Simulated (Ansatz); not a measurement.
# GaSb (F-43m) in Ansatz: settings compared

One crystal, GaSb, is run at these levels: RPBE, revPBE; tasks: band structure, single point, equation of state.

All numbers are computed with Ansatz 0.2.0; they aren't measurements. Logs are shortened: lines on timing, memory, paths and dates and some standing lists are left out, and cuts for length are marked.

**Experimental background.**

From a printed reference work, data compilation, for a bulk crystal of GaSb at 4.2 K: band gap 0.811 eV (direct).

How close the calculation comes is told below.

## Step 1: The crystal as given

It takes space group F-43m (No. 216, cubic). The conventional cell has a = 6.118 Å, b = 6.118 Å, c = 6.118 Å, α = 90.00°, β = 90.00°, γ = 90.00°. Sb (site symmetry -43m) is surrounded by 4 Ga at 2.65 Å. Around Ga (site symmetry -43m) lie 4 Sb at 2.65 Å.

## Step 2: Band structure, RPBE

File input.yaml:

```yaml
crystal:
  lattice:
    - [0.0, 3.059, 3.059]
    - [3.059, 0.0, 3.059]
    - [3.059, 3.059, 0.0]
  atoms:
    - { symbol: Sb, position: [0.75, 0.75, 0.75] }
    - { symbol: Ga, position: [0.0, 0.0, 0.0] }
hamiltonian:
  xc: rpbe
  pseudopotentials: { kind: paw }
kpoints:
  mp_grid: { grid: [8, 8, 8] }
  band_path:
    path:
      - [[0.0, 0.0, 0.0], [0.5, 0.0, 0.5], [0.5, 0.25, 0.75], [0.375, 0.375, 0.75], [0.0, 0.0, 0.0], [0.5, 0.5, 0.5], [0.625, 0.25, 0.625], [0.5, 0.25, 0.75], [0.5, 0.5, 0.5], [0.375, 0.375, 0.75]]
      - [[0.625, 0.25, 0.625], [0.5, 0.0, 0.5]]
    npoints: 14
scf:
  occupations: { method: fermi_dirac, width: 0.05 }
  n_extra_bands: 6
output:
  forces: true
  stress: true
  eigenvalues: true
  fatbands: false
```

Potentials or basis: Ansatz PAW.

Launch:

```bash
$ ansatz run input.yaml --threads 2 --pin off --max-ram 5120MiB --backend cpu --events-out ev --progress --plain --runs-dir out
```

Log:

```text
Warning: RAYON_NUM_THREADS=2 ignored (pool sized by the plan → 2); use --threads N
scf.n_extra_bands = 6 over 14 filled bands (N_el = 28.0): the run solves 20 bands
Engine: ansatz 0.2.0, x86_64-unknown-linux-gnu
Pseudopotentials: kind: paw
Pseudopotential: Sb, paw, valence charge 15, recommended cutoff 420 eV (normal), Sb.paw.azcp
Pseudopotential: Ga, paw, valence charge 13, recommended cutoff 420 eV (normal), Ga.paw.azcp
Functional definition: RPBE
  parameter kappa = 0.804
  parameter beta = 0.06672455060314922
  exchange = rpbe_x(kappa = kappa, mu = beta*pi^2/3)
  correlation = pbe_c(beta = beta)
Crystal: 2 atoms, lattice volume = 57.249 Å³
Basis set: ecut = 420 eV, 1139 PW (Γ), exchange–correlation on 60×60×60 points (8 copies of the dense FFT grid, shifted against one another)
Bands: 20, of which v1, the nominal top of the filled ones, is band 14 counted from 1 (13 counted from 0)
Symmetry: 24 space group operations
Space group: F-43m (ITA 216), of the structure as read, at distance tolerance 3.9e-5 Å
k-points: 29 of 512 (time reversal used)
Non-local potential: Sb, projectors of the file, l = 0: 2, l = 1: 2, l = 2: 2, l = 3: 2
Non-local potential: Ga, projectors of the file, l = 0: 2, l = 1: 2, l = 2: 3, l = 3: 1
PAW form: soft (Blöchl's): semilocal exchange-correlation on the pseudo side does not see the compensation charge
PAW frozen core: Sb, regenerated for the run's functional, and the local potential with it (the file was generated under x = pbe(κ = 0.804, μ = 0.2195149727645171), c = pbe(β = 0.06672455060314922))
PAW frozen core: Ga, regenerated for the run's functional, and the local potential with it (the file was generated under x = pbe(κ = 0.804, μ = 0.2195149727645171), c = pbe(β = 0.06672455060314922))
PAW one-centre angular grid: Sb, 590 points (default); XC on 64 Gauss nodes
PAW one-centre angular grid: Ga, 590 points (default); XC on 64 Gauss nodes
Initial density: superposition of atomic densities (neutral atoms: chi_scale 0, normalization atom), corrected by the library's trained network
Initial wavefunctions: pseudopotential atomic-orbital guess
Functional: x = rpbe, c = pbe(β = 0.06672455060314922)
SCF iter   1: F=—  HF=-10282.115352 eV  |F-HF|=—  |Δ(HF+E_count)|=         —  Δρ=3.10e-3  dr2=2.06e-3  ethr=1.77e-3  ⟨swp⟩=6.3  Hψ=3076  notcnv=0
preconditioner: auto → none  [insulator: Δε(μ)=0.127 eV  Ē_g=16.161 eV  σ=0.050 eV  W_gap=0.51  n_scr=14 (ndim 8)  ℏωp=20.8 eV  f_vac=0.091  D(μ)=0.04/eV (n_scr^D=0)  ε∞_Penn≈2.7]
SCF iter   2: F=—  HF=-10282.113946 eV  |F-HF|=—  |Δ(HF+E_count)|=   1.41e-3  Δρ=8.52e-4  dr2=4.10e-4  ethr=7.36e-6  ⟨swp⟩=2.0  Hψ=1308  notcnv=0  defer=30
SCF iter   3: F=—  HF=-10282.113730 eV  |F-HF|=—  |Δ(HF+E_count)|=   2.15e-4  Δρ=4.87e-4  dr2=7.29e-5  ethr=1.46e-6  ⟨swp⟩=2.0  Hψ=800  notcnv=0  defer=30
SCF iter   4: F=—  HF=-10282.113766 eV  |F-HF|=—  |Δ(HF+E_count)|=   3.59e-5  Δρ=1.69e-4  dr2=7.89e-6  ethr=2.60e-7  ⟨swp⟩=2.0  Hψ=655  notcnv=0  defer=30
SCF iter   5: F=—  HF=-10282.113768 eV  |F-HF|=—  |Δ(HF+E_count)|=   1.16e-6  Δρ=5.86e-5  dr2=9.51e-7  ethr=2.82e-8  ⟨swp⟩=3.0  Hψ=800  notcnv=0  defer=30
SCF iter   6: F=-10282.113768 eV  HF=-10282.113768 eV  |F-HF|=5.35e-8  |Δ(HF+E_count)|=   5.64e-7  Δρ=5.89e-6  dr2=1.75e-8  ethr=3.57e-10  ⟨swp⟩=7.4  Hψ=3139  notcnv=0
SCF 1 converged in 6 iterations: F = -10282.113768 eV  dr2 = 1.75e-8
NSCF: frozen V_eff on 142 k-points
SCF converged after 6 iterations
Free energy (F): -10282.113768 eV
Harris-Foulkes:  -10282.113768 eV  (|F-HF|=5.35e-8)
Internal energy: -10282.113402 eV  (E = F + TS)
E sigma→0 (E₀):  -10282.113585 eV
Entropy (-TS):   -0.000366 eV (-0.183 meV/atom)
Fermi energy:    7.922808 eV
--- Per-component energies (eV) ---
  E_band       = -257.648216
  E_kinetic    = 322.729753
  E_local      = -3913.524375  (includes V_loc(G=0)·N_el)
  E_nonlocal   = 786.625059
  E_hartree    = 1802.962799
  E_xc         = -207.554210
  E_vxc        = -153.576092  (∫ρ·V_xc dr)
  E_paw        = -6579.299308  (= ΣΔE_a)
  E_vpaw       = -905.832393  (= ΣTr[D̂ρ^β])
  E_aug_tail   = -0.000092  (compensation charges beyond the density's cutoff)
  E_ewald      = -2493.919138
  E_core_change = -0.133891  (= ΣΔE_core)
  E_smearing   = -0.000366  (= −TS)
  E_closure    = 0.000000  (closes the sum)
  Σ components = -10282.113768   (vs F -10282.113768, Δ=0.00e0)
--- Forces (eV/Å), atoms counted from 1 ---
  atom   1  Sb     0.00000000    -0.00000000     0.00000000
  atom   2  Ga    -0.00000000     0.00000000     0.00000000
  max |Σ_I F_I| component: 3.70e-17 eV/Å
--- Stress (GPa, compression-positive) ---
        3.902745       0.000000      -0.000000
        0.000000       3.902745       0.000000
        0.000000       0.000000       3.902745
  P = ⅓ Tr σ = 3.9027 GPa (39.027 kbar)
--- Band table (eV; the first three rows and the last of 29) ---
  k-point 0: bands = ["-20.9562", "-20.9562", "-20.9562", "-20.9373", "-20.9373", "-7.1640", "-7.1640", "-7.1640", "-7.1148", "-7.1148", "-3.6247", "7.8199", "7.8199", "7.8199", "7.9527", "10.6221", "10.6221", "10.6221", "13.8483", "16.5415"]
  k-point 1: bands = ["-20.9561", "-20.9558", "-20.9558", "-20.9372", "-20.9372", "-7.1683", "-7.1621", "-7.1621", "-7.1150", "-7.1150", "-3.4648", "5.8511", "7.5682", "7.5682", "8.9149", "10.9680", "10.9680", "11.3038", "14.6446", "15.7280"]
  k-point 2: bands = ["-20.9559", "-20.9548", "-20.9548", "-20.9369", "-20.9369", "-7.1784", "-7.1579", "-7.1579", "-7.1154", "-7.1154", "-3.0097", "3.8339", "7.1212", "7.1212", "8.7038", "11.4891", "11.4891", "13.1143", "15.1995", "15.5089"]
  k-point 28: bands = ["-20.9556", "-20.9539", "-20.9503", "-20.9378", "-20.9354", "-7.2039", "-7.1454", "-7.1408", "-7.1206", "-7.1155", "-1.1354", "1.1856", "4.5014", "4.7238", "11.5485", "12.2418", "12.2871", "12.6620", "17.8435", "18.0928"]
```

Wall time 4.4 s (2 threads of Intel Xeon Platinum 8488C (Sapphire Rapids), shared host); peak memory 0.42 GiB.

What came out:

```
Free energy             : -10282.1138 eV
Pressure                : 3.9 GPa
Band gap on the k mesh  : 0.13 eV, direct
Band gap along the path : 0.13 eV, direct
```

Levels at the corners of the path, in eV from the valence-band top:
| point | band 11 | band 12 | band 13 | band 14 | band 15 | band 16 | band 17 | band 18 |
| --- | --- | --- | --- | --- | --- | --- | --- | --- |
| Γ | -11.44 | 0.00 | 0.00 | 0.00 | 0.13 | 2.80 | 2.80 | 2.80 |
| X | -9.00 | -6.77 | -2.56 | -2.56 | 0.99 | 1.36 | 8.76 | 8.76 |
| W | -8.96 | -6.63 | -3.32 | -3.10 | 3.73 | 4.42 | 4.47 | 4.84 |
| K | -9.06 | -6.59 | -3.58 | -2.18 | 1.49 | 3.95 | 6.69 | 6.85 |
| Γ | -11.44 | 0.00 | 0.00 | 0.00 | 0.13 | 2.80 | 2.80 | 2.80 |
| L | -9.82 | -6.32 | -1.15 | -1.15 | 0.49 | 3.79 | 3.79 | 6.65 |
| U | -9.06 | -6.59 | -3.58 | -2.18 | 1.49 | 3.95 | 6.69 | 6.85 |
| W | -8.96 | -6.63 | -3.32 | -3.10 | 3.73 | 4.42 | 4.47 | 4.84 |
| L | -9.82 | -6.32 | -1.15 | -1.15 | 0.49 | 3.79 | 3.79 | 6.65 |
| K | -9.06 | -6.59 | -3.58 | -2.18 | 1.49 | 3.95 | 6.69 | 6.85 |
| U | -9.06 | -6.59 | -3.58 | -2.18 | 1.49 | 3.95 | 6.69 | 6.85 |
| X | -9.00 | -6.77 | -2.56 | -2.56 | 0.99 | 1.36 | 8.76 | 8.76 |

Caveat: spin-orbit coupling is left out, which moves the levels of the heavy elements; the PAW data sets come from PBE, with cores solved anew for the run's functional, which leaves a small shift of forces and pressure.

## Step 3: Single point, revPBE, 26.91 Å³/atom (volume scaled by 0.94)

File input.yaml:

```yaml
crystal:
  lattice:
    - [0.0, 2.9965539066, 2.9965539066]
    - [2.9965539066, 0.0, 2.9965539066]
    - [2.9965539066, 2.9965539066, 0.0]
  atoms:
    - { symbol: Sb, position: [0.75, 0.75, 0.75] }
    - { symbol: Ga, position: [0.0, 0.0, 0.0] }
hamiltonian:
  xc: revpbe
  pseudopotentials: { kind: paw }
kpoints:
  mp_grid: { grid: [8, 8, 8] }
scf:
  occupations: { method: fermi_dirac, width: 0.05 }
output:
  forces: true
  stress: true
  eigenvalues: true
```

Potentials or basis: Ansatz PAW.

Launch:

```bash
$ ansatz run input.yaml --threads 2 --pin off --max-ram 5120MiB --backend cpu --events-out ev --progress --plain --runs-dir out
```

Wall time 1.6 s (2 threads of Intel Xeon Platinum 8488C (Sapphire Rapids), shared host); peak memory 0.41 GiB.

It converged, with:

```
Free energy            : -10277.8823 eV
Pressure               : 7.5 GPa
Band gap on the k mesh : 0.56 eV, direct
```

Caveat: spin-orbit coupling is left out, which moves the levels of the heavy elements; the PAW data sets come from PBE, with cores solved anew for the run's functional, which leaves a small shift of forces and pressure.

## Step 4: Single point, revPBE, 27.48 Å³/atom (volume scaled by 0.96)

Changes to input.yaml since step 3:

```diff
@@ -2,5 +2,5 @@
   lattice:
-    - [0.0, 2.9965539066, 2.9965539066]
-    - [2.9965539066, 0.0, 2.9965539066]
-    - [2.9965539066, 2.9965539066, 0.0]
+    - [0.0, 3.0176570942, 3.0176570942]
+    - [3.0176570942, 0.0, 3.0176570942]
+    - [3.0176570942, 3.0176570942, 0.0]
   atoms:
```

Launch:

```bash
$ ansatz run input.yaml --threads 2 --pin off --max-ram 5120MiB --backend cpu --events-out ev --progress --plain --runs-dir out
```

Wall time 1.4 s (2 threads of Intel Xeon Platinum 8488C (Sapphire Rapids), shared host); peak memory 0.4 GiB.

It converged, with:

| Property | Result |
| --- | --- |
| Free energy | -10277.9306 eV |
| Pressure | 6.0 GPa |
| Band gap on the k mesh | 0.40 eV, direct |

Caveat: spin-orbit coupling is left out, which moves the levels of the heavy elements; the PAW data sets come from PBE, with cores solved anew for the run's functional, which leaves a small shift of forces and pressure.

## Step 5: Single point, revPBE, 28.05 Å³/atom (volume scaled by 0.98)

Changes to input.yaml since step 4:

```diff
@@ -2,5 +2,5 @@
   lattice:
-    - [0.0, 3.0176570942, 3.0176570942]
-    - [3.0176570942, 0.0, 3.0176570942]
-    - [3.0176570942, 3.0176570942, 0.0]
+    - [0.0, 3.0384691801, 3.0384691801]
+    - [3.0384691801, 0.0, 3.0384691801]
+    - [3.0384691801, 3.0384691801, 0.0]
   atoms:
```

Launch:

```bash
$ ansatz run input.yaml --threads 2 --pin off --max-ram 5120MiB --backend cpu --events-out ev --progress --plain --runs-dir out
```

It took 1.2 s on 2 threads of Intel Xeon Platinum 8488C (Sapphire Rapids), shared host; peak memory 0.38 GiB.

It converged, with:

* Free energy: -10277.9687 eV
* Pressure: 4.7 GPa
* Band gap on the k mesh: 0.25 eV, direct

Caveat: spin-orbit coupling is left out, which moves the levels of the heavy elements; the PAW data sets come from PBE, with cores solved anew for the run's functional, which leaves a small shift of forces and pressure.

## Step 6: Single point, revPBE, 28.62 Å³/atom

Changes to input.yaml since step 5:

```diff
@@ -2,5 +2,5 @@
   lattice:
-    - [0.0, 3.0384691801, 3.0384691801]
-    - [3.0384691801, 0.0, 3.0384691801]
-    - [3.0384691801, 3.0384691801, 0.0]
+    - [0.0, 3.059, 3.059]
+    - [3.059, 0.0, 3.059]
+    - [3.059, 3.059, 0.0]
   atoms:
```

Potentials or basis: Ansatz PAW.

Launch:

```bash
$ ansatz run input.yaml --threads 2 --pin off --max-ram 5120MiB --backend cpu --events-out ev --progress --plain --runs-dir out
```

Run time: 1.3 s. Hardware: 2 threads of Intel Xeon Platinum 8488C (Sapphire Rapids), shared host; peak memory 0.41 GiB.

It converged, with:

```yaml
Free_energy: -10277.9976 eV
Pressure: 3.5 GPa
Band_gap_on_the_k_mesh: 0.11 eV, direct
```

Caveat: spin-orbit coupling is left out, which moves the levels of the heavy elements; the PAW data sets come from PBE, with cores solved anew for the run's functional, which leaves a small shift of forces and pressure.

## Step 7: Single point, revPBE, 29.20 Å³/atom (volume scaled by 1.02)

Changes to input.yaml since step 6:

```diff
@@ -2,5 +2,5 @@
   lattice:
-    - [0.0, 3.059, 3.059]
-    - [3.059, 0.0, 3.059]
-    - [3.059, 3.059, 0.0]
+    - [0.0, 3.0792588685, 3.0792588685]
+    - [3.0792588685, 0.0, 3.0792588685]
+    - [3.0792588685, 3.0792588685, 0.0]
   atoms:
@@ -19 +19,5 @@
   eigenvalues: true
+  write_density: true
+  write_potential: true
+  elf: true
+  volumetric_format: npy
```

Launch:

```bash
$ ansatz run input.yaml --threads 2 --pin off --max-ram 5120MiB --backend cpu --events-out ev --progress --plain --runs-dir out
```

It took 2 s on 2 threads of Intel Xeon Platinum 8488C (Sapphire Rapids), shared host; peak memory 0.42 GiB.

It converged, with:

```yaml
Free_energy: -10278.0185 eV
Pressure: 2.4 GPa
Band_gap_on_the_k_mesh: none (metal or under the smearing width)
```

Caveat: the PAW data sets come from PBE, with cores solved anew for the run's functional, which leaves a small shift of forces and pressure.

## Step 8: Single point, revPBE, 29.77 Å³/atom (volume scaled by 1.04)

Changes to input.yaml since step 7:

```diff
@@ -2,5 +2,5 @@
   lattice:
-    - [0.0, 3.0792588685, 3.0792588685]
-    - [3.0792588685, 0.0, 3.0792588685]
-    - [3.0792588685, 3.0792588685, 0.0]
+    - [0.0, 3.0992546163, 3.0992546163]
+    - [3.0992546163, 0.0, 3.0992546163]
+    - [3.0992546163, 3.0992546163, 0.0]
   atoms:
```

Launch:

```bash
$ ansatz run input.yaml --threads 2 --pin off --max-ram 5120MiB --backend cpu --events-out ev --progress --plain --runs-dir out
```

Run time: 2.1 s. Hardware: 2 threads of Intel Xeon Platinum 8488C (Sapphire Rapids), shared host; peak memory 0.42 GiB.

Results (log left out):

| Quantity | Value |
| --- | --- |
| Free energy | -10278.0322 eV |
| Pressure | 1.4 GPa |
| Band gap on the k mesh | none (metal or under the smearing width) |

Caveat: the PAW data sets come from PBE, with cores solved anew for the run's functional, which leaves a small shift of forces and pressure.

## Step 9: Single point, revPBE, 30.34 Å³/atom (volume scaled by 1.06)

Changes to input.yaml since step 8:

```diff
@@ -2,5 +2,5 @@
   lattice:
-    - [0.0, 3.0992546163, 3.0992546163]
-    - [3.0992546163, 0.0, 3.0992546163]
-    - [3.0992546163, 3.0992546163, 0.0]
+    - [0.0, 3.1189956238, 3.1189956238]
+    - [3.1189956238, 0.0, 3.1189956238]
+    - [3.1189956238, 3.1189956238, 0.0]
   atoms:
```

Potentials or basis: Ansatz PAW.

Launch:

```bash
$ ansatz run input.yaml --threads 2 --pin off --max-ram 5120MiB --backend cpu --events-out ev --progress --plain --runs-dir out
```

Run time: 2 s. Hardware: 2 threads of Intel Xeon Platinum 8488C (Sapphire Rapids), shared host; peak memory 0.4 GiB.

Results (log left out):

```yaml
Free_energy: -10278.0392 eV
Pressure: 0.6 GPa
Band_gap_on_the_k_mesh: none (metal or under the smearing width)
```

Caveat: the PAW data sets come from PBE, with cores solved anew for the run's functional, which leaves a small shift of forces and pressure.

## Step 10: Equation of state, revPBE

No new run: the results of the series are fitted here.

What came out:

```yaml
Equilibrium_volume: "30.76 Å³/atom (rough: see the caveat)"
Bulk_modulus: 40 GPa (rough)
```

Energy against volume, from the lowest point:
```
volume (Å³/atom)  energy (meV/atom)
          26.907              78.46
          27.480              54.32
          28.052              35.29
          28.625              20.82
          29.197              10.36
          29.770               3.52
          30.342               0.00
```

Caveat: the potentials were made for another functional, which shifts forces and pressure; the minimum lies outside the volumes run. Spin-orbit coupling is left out, which matters for the levels of Sb.

## Step 11: Against experiment

Step 2. Against the measured gap of GaSb, 0.811 eV (direct; 4.2 K; a printed reference work, data compilation), the calculated 0.13 eV is off by -0.68 eV. Spin-orbit coupling on Ga, Sb is left out. The value is that of RPBE, without temperature or zero-point motion. Semilocal functionals fall short of measured gaps as a rule.
